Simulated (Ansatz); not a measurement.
Sn, DFT, PBE, all-electron PAW with datasets made for the crystal, scalar-relativistic (Ansatz 0.2.0), run on 1 thread of Intel(R) Xeon(R) Platinum 8488C (Sapphire Rapids) on a shared host.

The cell is COD entry 9008568, as deposited and not checked against the literature; nothing was relaxed. The listed cell was then made from it by scaling, straining or moving an atom.

Command: `ansatz run input.yaml --threads 1 --pin off --max-ram 3072MiB --backend cpu --events-out ev --progress --plain --runs-dir out`

```yaml
crystal:
  lattice:
    - [0.0, 3.2670946662, 3.2670946662]
    - [3.2670946662, 0.0, 3.2670946662]
    - [3.2670946662, 3.2670946662, 0.0]
  atoms:
    - { symbol: Sn, position: [0.5, 0.5, 0.5] }
    - { symbol: Sn, position: [0.75, 0.75, 0.75] }
kpoints:
  mp_grid: { grid: [9, 9, 9] }
scf:
  occupations: { method: fermi_dirac, width: 0.03 }
hamiltonian:
  xc: pbe
  pseudopotentials: { kind: all_electron, datasets: crystal }
output:
  forces: true
  stress: true
  eigenvalues: true
  efg: { contact_densities: true }
```

(1) How large is the problem that the program sets up?

(2) About how long does it take, and how much memory does it use?

(3) And the same cell and mesh by frozen-core PAW, asked for forces, stress, eigenvalues, efg, write_density, write_potential, elf, on the same hardware?

Answers

(1) 35 irreducible k-points, 609 plane waves at Γ, 19 bands.

(2) 4.5 s of wall time for 7 SCF iterations, with a peak of 0.4 GiB. Times on shared machines scatter by tens of per cent.

(3) 3.6 s, peak memory 0.43 GiB.
